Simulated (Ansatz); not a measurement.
# HfSi2 (ZrSi2 type): how the settings move a calculation

Aim: see which settings change the result for HfSi2 (ZrSi2 type), by how much, and at what cost.

Method: reference: DFT PBE, scalar-relativistic, plane waves, PAW, in Ansatz 0.2.0.

1 further run of the same task is left out (set aside as unsound or not needed). Runs told in other sessions of the task aren't counted.

**1. The structure to begin with**

It takes space group Cmcm (No. 63, orthorhombic). The conventional cell has a = 3.688 Å, b = 14.555 Å, c = 3.629 Å, α = 90.00°, β = 90.00°, γ = 90.00°. Hf (site symmetry m2m) has 10 Si at 2.66 to 3.03 Å in its first shell of neighbours. Si (site symmetry m2m) has 2 Si at 2.54 Å and 6 Hf at 2.66 to 3.03 Å in its first shell of neighbours. Si (site symmetry m2m) has 4 Si at 2.59 Å and 4 Hf at 2.79 to 2.81 Å in its first shell of neighbours.

Coordinates:

```cif
data_structure
_symmetry_space_group_name_H-M 'P 1'
_symmetry_Int_Tables_number 1
_cell_length_a 7.5074
_cell_length_b 7.5074
_cell_length_c 3.6288
_cell_angle_alpha 90.000
_cell_angle_beta 90.000
_cell_angle_gamma 151.561
_cell_volume 97.40
loop_
_atom_site_label
_atom_site_type_symbol
_atom_site_fract_x
_atom_site_fract_y
_atom_site_fract_z
_atom_site_occupancy
Hf1 Hf 0.60400 0.39600 0.25000 1
Hf2 Hf 0.39600 0.60400 0.75000 1
Si1 Si 0.93900 0.06100 0.25000 1
Si2 Si 0.06100 0.93900 0.75000 1
Si3 Si 0.25000 0.75000 0.25000 1
Si4 Si 0.75000 0.25000 0.75000 1
```

**2. The reference run**

Contents of input.yaml:

```yaml
crystal:
  lattice:
    - [1.8440760925, -7.2774262955, 0.0]
    - [1.8440760925, 7.2774262955, 0.0]
    - [0.0, 0.0, 3.6288253403]
  atoms:
    - { symbol: Hf, position: [0.604, 0.396, 0.25] }
    - { symbol: Hf, position: [0.396, 0.604, 0.75] }
    - { symbol: Si, position: [0.939, 0.061, 0.25] }
    - { symbol: Si, position: [0.061, 0.939, 0.75] }
    - { symbol: Si, position: [0.25, 0.75, 0.25] }
    - { symbol: Si, position: [0.75, 0.25, 0.75] }
basis:
  ecutwfc: 420
  ecutrho_ratio: 4
kpoints:
  mp_grid: { grid: [6, 6, 6] }
hamiltonian:
  xc: pbe
scf:
  occupations: { method: gaussian, width: 0.05 }
output:
  forces: true
  stress: true
  eigenvalues: true
relax:
  f_tol: 0.015
  max_steps: 40
  cell: { stress_tol: 0.15, fix: [volume] }
```

Run with:

```bash
$ ansatz run input.yaml --threads 4 --pin off --max-ram 8192MiB --backend cpu --events-out ev --progress --plain --runs-dir out
```

**3. Variant: chi_scale 0.1**

Contents of input.yaml:

```yaml
crystal:
  lattice:
    - [1.847908969352, -7.231917332349, 8.355392043548e-19]
    - [1.847908969352, 7.231917332349, -8.355392043548e-19]
    - [-6.075970236136e-34, -4.166343586951e-19, 3.64408662492]
  atoms:
    - { symbol: Hf, position: [0.6046296418735, 0.3953703581265, 0.25] }
    - { symbol: Hf, position: [0.3953703581265, 0.6046296418735, 0.75] }
    - { symbol: Si, position: [0.945127097324, 0.05487290267602, 0.25] }
    - { symbol: Si, position: [0.05487290267602, 0.945127097324, 0.75] }
    - { symbol: Si, position: [0.2499002070211, 0.7500997929789, 0.25] }
    - { symbol: Si, position: [0.7500997929789, 0.2499002070211, 0.75] }
basis:
  ecutwfc: 420
  ecutrho_ratio: 4
kpoints:
  mp_grid: { grid: [6, 6, 6] }
hamiltonian:
  xc: pbe
scf:
  occupations: { method: gaussian, width: 0.05 }
  initial_density: { chi_scale: 0.1 }
output:
  forces: true
  stress: true
  write_density: true
  write_potential: true
  elf: true
  volumetric_format: npy
```

**4. Changed: symmetry.detect false, pseudopotentials.kind nc, pseudopotentials.accuracy standard**

Contents of input.yaml:

```yaml
crystal:
  lattice:
    - [1.847908969352, -7.231917332349, 8.355392043548e-19]
    - [1.847908969352, 7.231917332349, -8.355392043548e-19]
    - [-6.075970236136e-34, -4.166343586951e-19, 3.64408662492]
  atoms:
    - { symbol: Hf, position: [0.6046296418735, 0.3953703581265, 0.25] }
    - { symbol: Hf, position: [0.3953703581265, 0.6046296418735, 0.75] }
    - { symbol: Si, position: [0.945127097324, 0.05487290267602, 0.25] }
    - { symbol: Si, position: [0.05487290267602, 0.945127097324, 0.75] }
    - { symbol: Si, position: [0.2499002070211, 0.7500997929789, 0.25] }
    - { symbol: Si, position: [0.7500997929789, 0.2499002070211, 0.75] }
  symmetry: { detect: false }
basis:
  ecutwfc: 420
  ecutrho_ratio: 4
kpoints:
  mp_grid: { grid: [6, 6, 6] }
hamiltonian:
  xc: pbe
  pseudopotentials: { kind: nc, accuracy: standard }
scf:
  occupations: { method: gaussian, width: 0.05 }
output:
  forces: true
  stress: true
  write_density: true
  write_potential: true
  elf: true
  volumetric_format: npy
```

**5. Variant: dispersion d3bjatm, occupations.method cold, occupations.width 0.3**

Contents of input.yaml:

```yaml
crystal:
  lattice:
    - [1.847908969352, -7.231917332349, 8.355392043548e-19]
    - [1.847908969352, 7.231917332349, -8.355392043548e-19]
    - [-6.075970236136e-34, -4.166343586951e-19, 3.64408662492]
  atoms:
    - { symbol: Hf, position: [0.6046296418735, 0.3953703581265, 0.25] }
    - { symbol: Hf, position: [0.3953703581265, 0.6046296418735, 0.75] }
    - { symbol: Si, position: [0.945127097324, 0.05487290267602, 0.25] }
    - { symbol: Si, position: [0.05487290267602, 0.945127097324, 0.75] }
    - { symbol: Si, position: [0.2499002070211, 0.7500997929789, 0.25] }
    - { symbol: Si, position: [0.7500997929789, 0.2499002070211, 0.75] }
basis:
  ecutwfc: 420
  ecutrho_ratio: 4
kpoints:
  mp_grid: { grid: [6, 6, 6] }
hamiltonian:
  xc: pbe
  dispersion: d3bjatm
scf:
  occupations: { method: cold, width: 0.3 }
output:
  forces: true
  stress: true
```

What does the calculation give? Wanted: for each run, ending; energy change; pressure; gap; force.

**Answer**, as computed:

| run | ending | energy change | pressure (GPa) | gap (eV) | force (eV/Å) | cycles | time |
| --- | --- | --- | --- | --- | --- | --- | --- |
| reference | converged | 0 | 1.3 | 0.00 | 0.01 | - | 21 s |
| 1: chi_scale 0.1 | converged | 0.0 meV/atom | 1.3 | 0.00 | 0.01 | 9 | 5.3 s |
| 2: symmetry.detect false, pseudopotentials.kind nc, pseudopotentials.accuracy standard | converged | not comparable | 1.6 | 0.00 | 0.03 | 7 | 10 s |
| 3: dispersion d3bjatm, occupations.method cold, occupations.width 0.3 | converged | -427.6 meV/atom (σ→0) (dispersion and other settings together) | -2.8 | 0.00 | 0.04 | 7 | 3.2 s |

Times don't compare one to one where runs were asked for different outputs or read a saved state (see the inputs); cycles may leave out searches for a lower state.

«chi_scale 0.1» leaves the energy as it was. Run 2 ran under the cutoff that the potentials recommend, as the log warns, so basis error is mixed into its values, and swamps them where the cutoff is far short.
